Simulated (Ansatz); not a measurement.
```
Cd S
1.0
     0.00000    2.85060    2.85060
     2.85060    0.00000    2.85060
     2.85060    2.85060    0.00000
Cd S
1 1
Direct
  0.00000 0.00000 0.00000
  0.25000 0.25000 0.25000
```

RPA correlation and exact exchange on PBE orbitals, all-electron datasets in plane waves (scalar-relativistic, Gaussian nuclei) (Ansatz); 4×4×4 mesh, wave cutoff 3300 eV, correlation extrapolated to infinite response cutoff from cutoffs up to 280 eV, 64 electrons, all correlated, 317 empty bands, long-wavelength term: optical limit. The band count ends below the top response cutoff.

The cell is then scaled evenly to 1.128 times this volume.

Energy change of the cell: PBE -0.137 eV (mean pressure +3.7 GPa); the Hartree-Fock expression on these orbitals -0.255 eV (mean pressure +6.9 GPa).

**Question.** What change follows for RPA correlation and the RPA total?

**Answer.** RPA correlation: +0.181 eV (mean pressure -4.9 GPa). The RPA total: -0.074 eV (mean pressure +2.0 GPa).

The program warned that its long-wavelength term hit its cap. This ran on a trial build of the method. The cell is a model at fixed atoms and needn't be the relaxed known crystal. Spin-orbit coupling is left out. The correlation step scatters with the plane-wave count, here by about 0.01 eV. The mesh is coarse, so these steps aren't converged.
